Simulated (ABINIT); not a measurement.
# W (Im-3m) in ABINIT: notebook, part 2 of 2

ABINIT 10.8.3 (patched build). Earlier steps stand in the parts before.

### Step 3. Equation of state, BP86+D4

Input file run.py:

```python
import json, os
import numpy as np
from ase.eos import EquationOfState
from ase.units import GPa
from ase.calculators.mixing import SumCalculator
from dftd4.ase import DFTD4
from ase.calculators.abinit import Abinit, AbinitProfile
from ase import Atoms

atoms = Atoms(['W'],
              cell=[[-1.582345, 1.582345, 1.582345], [1.582345, -1.582345, 1.582345], [1.582345, 1.582345, -1.582345]],
              scaled_positions=[[0.0, 0.0, 0.0]],
              pbc=True)

profile = AbinitProfile(command='abinit', pp_paths=[os.path.abspath('pseudos')])
params = dict(
    pps='pawxml', xc='PBE',
    ecut=408.1708,
    pawecutdg=816.3416,
    kptopt=1,
    ngkpt=[12, 12, 12],
    nshiftk=1,
    shiftk=[0.0, 0.0, 0.0],
    ixc=-106132,
    nband=11,
    occopt=3,
    tsmear=0.05,
    nstep=100,
    tolvrs=1e-09,
    prtwf=0,
    prtden=0,
)

cell0 = atoms.cell.copy()
volumes, energies = [], []
for i, x in enumerate([0.94, 0.96, 0.98, 1.0, 1.02, 1.04, 1.06]):
    atoms.set_cell(cell0 * x ** (1 / 3), scale_atoms=True)
    atoms.calc = SumCalculator([Abinit(profile=profile, directory=f'v{i}', **params), DFTD4(method='bp86')])
    volumes.append(atoms.get_volume() / len(atoms))
    dft, disp = atoms.calc.mixer.calcs
    energies.append((dft.get_property('free_energy', atoms) + disp.get_property('energy', atoms)) / len(atoms))
    print(f'{x:5.2f} {volumes[-1]:10.5f} A^3/atom {energies[-1]:14.6f} eV/atom', flush=True)
    json.dump(dict(volumes=volumes, energies=energies), open('results.json', 'w'))
v0, e0, b0 = EquationOfState(volumes, energies, eos='vinet').fit()
print(f'V0 {v0:.4f} A^3/atom  E0 {e0:.6f} eV/atom  B0 {b0 / GPa:.2f} GPa')
```

Potentials or basis: JTH PAW PBE v2.0.

On the command line:

```console
$ python run.py
```

Output:

```text
0.94   14.89674 A^3/atom   -1881.843473 eV/atom
 0.96   15.21370 A^3/atom   -1881.865093 eV/atom
 0.98   15.53065 A^3/atom   -1881.871866 eV/atom
 1.00   15.84760 A^3/atom   -1881.866498 eV/atom
 1.02   16.16455 A^3/atom   -1881.849248 eV/atom
 1.04   16.48151 A^3/atom   -1881.820605 eV/atom
 1.06   16.79846 A^3/atom   -1881.782207 eV/atom
V0 15.5473 A^3/atom  E0 -1881.872140 eV/atom  B0 317.88 GPa
```

abinit.in:

```text
ecut 408.1708 eV
ixc -106132
kptopt 1
natom 1
nband 11
ngkpt
12 12 12
nshiftk 1
nsppol 1
nstep 100
occopt 3
pawecutdg 816.3416 eV
prtden 0
prtwf 0
shiftk
0.0 0.0 0.0
tolvrs 1e-09
tsmear 0.05 eV
#Definition of the unit cell
acell
1.00000000000000 1.00000000000000 1.00000000000000 Angstrom
rprim
-1.61337925149568 1.61337925149568 1.61337925149568
1.61337925149568 -1.61337925149568 1.61337925149568
1.61337925149568 1.61337925149568 -1.61337925149568
chkprim 0 # Allow non-primitive cells
#Definition of the atom types
ntypat 1
znucl 74
#Enumerate different atomic species
typat
 1
pseudos "./pseudos/W.GGA_PBE-JTH.xml"
#Definition of the atoms
xcart
0.00000000000000 0.00000000000000 0.00000000000000
chkexit 1 # abinit.exit file in the running directory terminates after the current SCF
```

abinit.abo:

```text
.Version 10.8.3 of ABINIT
 Symmetries : space group Im -3 m (#229); Bravais cI (body-center cubic)
================================================================================
 Values of the parameters that define the memory need of the present run
     intxc =       0    ionmov =       0      iscf =      17    lmnmax =      18
     lnmax =       6     mgfft =      20  mpssoang =       3    mqgrid =    3001
     natom =       1  nloc_mem =       2    nspden =       1   nspinor =       1
    nsppol =       1      nsym =      48    n1xccc =       1    ntypat =       1
    occopt =       3   xclevel =       2
       mpw =         327          nfft =        8000          nkpt =          72
 PAW method is used; the additional fine FFT grid is defined by:
   mgfftf=        30    nfftf =     27000
================================================================================
================================================================================

--------------------------------------------------------------------------------
------------- Echo of variables that govern the present computation ------------
--------------------------------------------------------------------------------
 -outvars: echo values of preprocessed input variables --------
            acell      1.8897261259E+00  1.8897261259E+00  1.8897261259E+00 Bohr
              amu      1.83850000E+02
          chkexit           1
          chkprim           0
             ecut      1.50000002E+01 Hartree
                       outvar_i_n : Printing only first  50 k-points.
              ixc     -106132
                       outvar_i_n : Printing only first  50 k-points.
         kptrlatt       12    0    0      0   12    0      0    0   12
          kptrlen      6.33690517E+01
            natom           1
            nband          11
            ngfft          20      20      20
          ngfftdg          30      30      30
             nkpt          72
            nstep         100
             nsym          48
           ntypat           1
                       prtocc : prtvol=0, do not print more k-points.
           occopt           3
        pawecutdg      3.00000005E+01 Hartree
         pawxcdev           0
           prtden           0
            prtwf           0
            rprim     -1.6133792515E+00  1.6133792515E+00  1.6133792515E+00
                       1.6133792515E+00 -1.6133792515E+00  1.6133792515E+00
                       1.6133792515E+00  1.6133792515E+00 -1.6133792515E+00
          spgroup         229
           tolvrs      1.00000000E-09
           tsmear      1.83746611E-03 Hartree
            typat      1
           useylm           1
                       outvars : Printing only first  50 k-points.
            znucl       74.00000

================================================================================

 chkinp: Checking input parameters for consistency.

================================================================================
[... 103 lines left out ...]
    1        2.41189         11.66970900

================================================================================

 ----iterations are completed or convergence reached----

 Mean square residual over all n,k,spin=   91.904E-09; max=  47.766E-06
 reduced coordinates (array xred) for    1 atoms
       0.000000000000      0.000000000000      0.000000000000
 rms dE/dt=  0.0000E+00; max dE/dt=  0.0000E+00; dE/dt below (all hartree)
    1       0.000000000000      0.000000000000      0.000000000000

 cartesian coordinates (angstrom) at end:
    1      0.00000000000000     0.00000000000000     0.00000000000000

 cartesian forces (hartree/bohr) at end:
    1     -0.00000000000000    -0.00000000000000    -0.00000000000000
 frms,max,avg= 0.0000000E+00 0.0000000E+00   0.000E+00  0.000E+00  0.000E+00 h/b

 cartesian forces (eV/Angstrom) at end:
    1     -0.00000000000000    -0.00000000000000    -0.00000000000000
 frms,max,avg= 0.0000000E+00 0.0000000E+00   0.000E+00  0.000E+00  0.000E+00 e/A
 length scales=  1.889726125908  1.889726125908  1.889726125908 bohr
              =  1.000000000000  1.000000000000  1.000000000000 angstroms
 Fermi (or HOMO) energy (hartree) =   0.32698   Average Vxc (hartree)=  -0.47659
 Eigenvalues (hartree) for nkpt=  72  k points:
 kpt#   1, nband= 11, wtk=  0.00058, kpt=  0.0000  0.0000  0.0000 (reduced coord)
  -2.40036   -1.06361   -1.06361   -1.06361   -0.00920    0.28782    0.28782    0.28782
   0.40765    0.40765    0.87411
      occupation numbers for kpt#   1
   2.00000    2.00000    2.00000    2.00000    2.00000    2.00000    2.00000    2.00000
   0.00000    0.00000    0.00000
 prteigrs : prtvol=0 or 1, do not print more k-points.

--- !EnergyTerms
iteration_state     : {dtset: 1, }
comment             : Components of total free energy in Hartree
kinetic             :  6.73098158305487E+00
hartree             :  1.04577424747596E+01
xc                  : -7.68199543320359E+00
Ewald energy        : -5.84885238691848E+01
psp_core            :  5.81339242291271E+00
local_psp           : -2.93562104603226E+01
PAW spherical_terms :  3.41632632509557E+00
internal            : -6.91082869568883E+01
'-kT*entropy'       : -1.74021461243131E-04
total_energy        : -6.91084609783495E+01
total_energy_eV     : -1.88053702454717E+03
...

--- !EnergyTermsDC
iteration_state     : {dtset: 1, }
comment             : '"Double-counting" decomposition of free energy'
band_energy         : -1.00005025929850E+01
Ewald energy        : -5.84885238691848E+01
psp_core            :  5.81339242291271E+00
xc_dc               : -1.39154817781588E+01
PAW spherical_terms :  7.48284280825156E+00
internal            : -6.91082730091644E+01
'-kT*entropy'       : -1.74021461243131E-04
total_energy_dc     : -6.91084470306256E+01
total_energy_dc_eV  : -1.88053664501027E+03
...

--- !EnergyTermsWithPAWCore
iteration_state     : {dtset: 1, }
comment             : 'Components of total free energy, including PAW core contributions'
Total energy        : -1.61448948678892E+04
Total energy DC     : -1.61448948539414E+04
Total energy (eV)   : -4.39324970150889E+05
Total energy DC (eV): -4.39324969771352E+05
...

 Cartesian components of stress tensor (hartree/bohr^3)
  sigma(1 1)=  3.99387641E-04  sigma(3 2)=  0.00000000E+00
  sigma(2 2)=  3.99387641E-04  sigma(3 1)=  0.00000000E+00
  sigma(3 3)=  3.99387641E-04  sigma(2 1)=  0.00000000E+00

-Cartesian components of stress tensor (GPa)         [Pressure= -1.1750E+01 GPa]
- sigma(1 1)=  1.17503901E+01  sigma(3 2)=  0.00000000E+00
- sigma(2 2)=  1.17503901E+01  sigma(3 1)=  0.00000000E+00
- sigma(3 3)=  1.17503901E+01  sigma(2 1)=  0.00000000E+00

== END DATASET(S) ==============================================================
================================================================================

 -outvars: echo values of variables after computation  --------
            acell      1.8897261259E+00  1.8897261259E+00  1.8897261259E+00 Bohr
           etotal     -6.9108447031E+01
            fcart     -0.0000000000E+00 -0.0000000000E+00 -0.0000000000E+00
            rprim     -1.6133792515E+00  1.6133792515E+00  1.6133792515E+00
                       1.6133792515E+00 -1.6133792515E+00  1.6133792515E+00
                       1.6133792515E+00  1.6133792515E+00 -1.6133792515E+00
           strten      3.9938764068E-04  3.9938764068E-04  3.9938764068E-04
                       0.0000000000E+00  0.0000000000E+00  0.0000000000E+00
 Calculation completed.
```

Wall time 77 s (1 thread of Arm Neoverse V1, shared host); peak memory 0.11 GiB.

What came out:

* Equilibrium volume: 15.55 Å³/atom
* Bulk modulus: 318 GPa
* Pressure derivative of the bulk modulus: 3.0 (rough: it moves with the points fitted)

Energy against volume, from the lowest point:
```
volume (Å³/atom)  energy (meV/atom)
          14.897              28.39
          15.214               6.77
          15.531               0.00
          15.848               5.37
          16.165              22.62
          16.482              51.26
          16.798              89.66
```

Caveat: the cutoff is too short for stress, so the log's stress isn't used; pressures at fixed basis lie under the slope of the energies; the log and the count of SCF iterations are those of the last ABINIT call alone; the PAW data sets were made with another functional, which shifts forces and pressure a little. The run has no spin-orbit coupling, so splittings on W are missing.

### Step 4. Band structure, PW91, spin-orbit coupling, no magnetisation

Input file run.abi:

```
# Datasets: ground state, then fixed potential
ndtset 2

# Pseudopotentials
pp_dirpath "./"
pseudos "W.GGA_PBE-JTH.xml"

# Structure
acell 2.7407019351 2.7407019351 2.7407019351 Angstrom
rprim
    -0.5773502692     0.5773502692     0.5773502692
     0.5773502692    -0.5773502692     0.5773502692
     0.5773502692     0.5773502692    -0.5773502692
ntypat 1
znucl 74
natom 1
typat 1
xred
     0.0000000000     0.0000000000     0.0000000000

# Plane-wave basis
ecut 408.170794 eV
pawecutdg 30.0

# Exchange and correlation
ixc -109134

# Bands and occupations
occopt 3
tsmear 0.05 eV

# Spin
nspinor 2
nspden 1
pawspnorb 1

# SCF cycle
nstep 100

# Output
iomode 3
prtwf 0
prteig 0
prtebands 0
enunit 1
prtden1 1

# Dataset 1
kptopt1 4
ngkpt1 12 12 12
nshiftk1 1
shiftk1 0.0 0.0 0.0
nband1 22
tolvrs1 1.0e-9

# Dataset 2: bands along G-H-N-G-P-H
iscf2 -2
getden2 1
nband2 30
nbdbuf2 2
tolwfr2 1.0e-12
kptopt2 -5
ndivsm2 6
prteig2 1
kptbounds2
     0.0000000000     0.0000000000     0.0000000000
     0.5000000000    -0.5000000000     0.5000000000
     0.0000000000     0.0000000000     0.5000000000
     0.0000000000     0.0000000000     0.0000000000
     0.2500000000     0.2500000000     0.2500000000
     0.5000000000    -0.5000000000     0.5000000000
```

Potentials or basis: JTH PAW PBE v2.0.

On the command line:

```console
$ abinit run.abi > log 2>&1
```

run.abo:

```text
.Version 10.8.3 of ABINIT
 DATASET    1 : space group I4 3 2 (#211); Bravais cI (body-center cubic)
================================================================================
 Values of the parameters that define the memory need for DATASET  1.
     intxc =       0    ionmov =       0      iscf =      17    lmnmax =      18
     lnmax =       6     mgfft =      20  mpssoang =       3    mqgrid =    3001
     natom =       1  nloc_mem =       2    nspden =       1   nspinor =       2
    nsppol =       1      nsym =      24    n1xccc =       1    ntypat =       1
    occopt =       3   xclevel =       2
       mpw =         321          nfft =        8000          nkpt =          88
 PAW method is used; the additional fine FFT grid is defined by:
   mgfftf=        27    nfftf =     19683
================================================================================
================================================================================

 DATASET    2 : space group I4 3 2 (#211); Bravais cI (body-center cubic)
================================================================================
 Values of the parameters that define the memory need for DATASET  2.
     intxc =       0    ionmov =       0      iscf =      -2    lmnmax =      18
     lnmax =       6     mgfft =      20  mpssoang =       3    mqgrid =    3001
     natom =       1  nloc_mem =       2    nspden =       1   nspinor =       2
    nsppol =       1      nsym =      24    n1xccc =       1    ntypat =       1
    occopt =       3   xclevel =       2
       mpw =         321          nfft =        8000          nkpt =          35
[... 704 lines left out ...]
  10.19604   10.19604   12.74220   12.74220   26.68578   26.68578   27.04483   27.04483
  27.10602   27.10602   28.63993   28.63993   36.87086   36.87106
 kpt#   4, nband= 30, wtk=  1.00000, kpt=  0.1875 -0.1875  0.1875 (reduced coord)
 -64.39497  -64.39497  -34.37019  -34.37019  -25.64525  -25.64525  -25.45284  -25.45284
[... 144 lines left out ...]
 -64.26678  -64.26678  -34.68083  -34.68083  -26.25781  -26.25781  -25.99368  -25.99368
   4.83694    4.83694    4.90622    4.90622    9.70972    9.70972   13.46215   13.46215
  13.55651   13.55651   18.90865   18.90865   19.95548   19.95548   20.45180   20.45180
  30.52327   30.52327   31.36178   31.36178   31.47861   31.47861
 kpt#  34, nband= 30, wtk=  1.00000, kpt=  0.4643 -0.3929  0.4643 (reduced coord)
 -64.24713  -64.24713  -34.71940  -34.71940  -26.23238  -26.23238  -26.15822  -26.15822
   4.17492    4.17492    4.19347    4.19347   12.67132   12.67132   14.28065   14.28065
  14.56190   14.56190   17.76837   17.76837   19.42630   19.42630   19.49634   19.49634
  27.30628   27.30628   32.49272   32.49272   32.53412   32.53412
 kpt#  35, nband= 30, wtk=  1.00000, kpt=  0.5000 -0.5000  0.5000 (reduced coord)
 -64.24030  -64.24030  -34.73552  -34.73552  -26.22257  -26.22257  -26.22257  -26.22257
   3.93747    3.93747    3.93747    3.93747   14.66120   14.66120   14.66120   14.66120
  15.38654   15.38654   16.64218   16.64218   18.91003   18.91003   18.91003   18.91003
  25.81188   25.81188   33.00929   33.00929   33.00929   33.00929

== END DATASET(S) ==============================================================
================================================================================

 -outvars: echo values of variables after computation  --------
            acell      5.1791760501E+00  5.1791760501E+00  5.1791760501E+00 Bohr
           etotal1    -6.9140511314E+01
            fcart1    -0.0000000000E+00 -0.0000000000E+00 -0.0000000000E+00
            rprim     -5.7735026920E-01  5.7735026920E-01  5.7735026920E-01
                       5.7735026920E-01 -5.7735026920E-01  5.7735026920E-01
                       5.7735026920E-01  5.7735026920E-01 -5.7735026920E-01
           strten1    -1.8536337115E-04 -1.8536337115E-04 -1.8536337115E-04
                       0.0000000000E+00  0.0000000000E+00  0.0000000000E+00
 Calculation completed.
```

It took 57 s on 1 thread of Arm Neoverse V1, shared host; peak memory 0.11 GiB.

What came out:

```
Free energy                                           : -1881.4092 eV
Band gap on the k mesh                                : none (metal or under the smearing width)
Valence electrons inside the program's atomic spheres : W 11.78 (radii [1.2763] Å)
```

Levels at the corners of the path, in eV from the Fermi level:
| point | band 12 | band 13 | band 14 | band 15 | band 16 | band 17 |
| --- | --- | --- | --- | --- | --- | --- |
| Γ | -1.40 | -1.40 | -1.40 | -0.89 | -0.89 | 2.33 |
| H | -5.78 | 4.94 | 4.94 | 4.94 | 4.94 | 5.67 |
| N | -3.55 | 0.82 | 0.82 | 2.15 | 2.15 | 3.15 |
| Γ | -1.40 | -1.40 | -1.40 | -0.89 | -0.89 | 2.33 |
| P | -2.72 | -2.72 | -2.72 | 3.32 | 3.32 | 3.32 |
| H | -5.78 | 4.94 | 4.94 | 4.94 | 4.94 | 5.67 |

Caveat: the cutoff is too short for stress, so the log's stress isn't used; the PAW data sets were made with another functional, which shifts forces and pressure a little.

### Step 5. Band structure, PBE, spin-orbit coupling, no magnetisation

Edit run.abi of step 4 so:

```diff
@@ -1,5 +1,3 @@
-# Datasets: ground state, then fixed potential
 ndtset 2
 
-# Pseudopotentials
 pp_dirpath "./"
@@ -7,3 +5,2 @@
 
-# Structure
 acell 2.7407019351 2.7407019351 2.7407019351 Angstrom
@@ -20,10 +17,7 @@
 
-# Plane-wave basis
-ecut 408.170794 eV
+ecut 15.0
 pawecutdg 30.0
 
-# Exchange and correlation
-ixc -109134
+ixc 11
 
-# Bands and occupations
 occopt 3
@@ -31,3 +25,2 @@
 
-# Spin
 nspinor 2
@@ -36,6 +29,4 @@
 
-# SCF cycle
 nstep 100
 
-# Output
 iomode 3
@@ -47,3 +38,2 @@
 
-# Dataset 1
 kptopt1 4
@@ -55,3 +45,2 @@
 
-# Dataset 2: bands along G-H-N-G-P-H
 iscf2 -2
@@ -62,4 +51,5 @@
 kptopt2 -5
-ndivsm2 6
+ndivsm2 8
 prteig2 1
+prtvol2 -3
 kptbounds2
```

On the command line:

```console
$ abinit run.abi > log 2>&1
```

Run time: 56 s. Hardware: 1 thread of Arm Neoverse V1, shared host; peak memory 0.11 GiB.

The run converged. Its results:

| Quantity | Value |
| --- | --- |
| Free energy | -1879.3749 eV |
| Band gap on the k mesh | none (metal or under the smearing width) |
| Valence electrons inside the program's atomic spheres | W 11.77 (radii [1.2763] Å) |

Levels at the corners of the path, in eV from the Fermi level:
```csv
point,band 11,band 12,band 13,band 14,band 15,band 16,band 17,band 18
Γ,-1.37,-1.37,-1.37,-1.37,-0.86,-0.86,2.36,2.36
H,-5.79,-5.79,4.98,4.98,4.98,4.98,5.71,5.71
N,-3.53,-3.53,0.77,0.77,2.18,2.18,3.20,3.20
Γ,-1.37,-1.37,-1.37,-1.37,-0.86,-0.86,2.36,2.36
P,-2.72,-2.72,-2.72,-2.72,3.36,3.36,3.36,3.36
H,-5.79,-5.79,4.98,4.98,4.98,4.98,5.71,5.71
```

Caveat: the cutoff is too short for stress, so the log's stress isn't used.

### Step 6. Summary

| task | level | potentials or basis | spin | dispersion computed by | gap on the mesh (eV) |
| --- | --- | --- | --- | --- | --- |
| band structure | LDA | JTH PAW LDA v2.0 | off | - | none |
| equation of state | BP86+D4 | JTH PAW PBE v2.0 | off | dftd4 4.3.1 | - |
| band structure | PW91 | JTH PAW PBE v2.0 | SOC, no magnetisation | - | none |
| band structure | PBE | JTH PAW PBE v2.0 | SOC, no magnetisation | - | none |

Alike in all rows: cell as given; k mesh 12 × 12 × 12; cutoff (eV) 408; smearing fermi-dirac 0.05 eV.

Caveats: the PAW data sets were made with another functional, which shifts forces and pressure a little (some runs); spin-orbit coupling is left out, which moves the levels of the heavy elements (some runs); pressures at fixed basis lie under the slope of the energies (some runs).

Absolute energies hang on the potentials; compare differences alone.
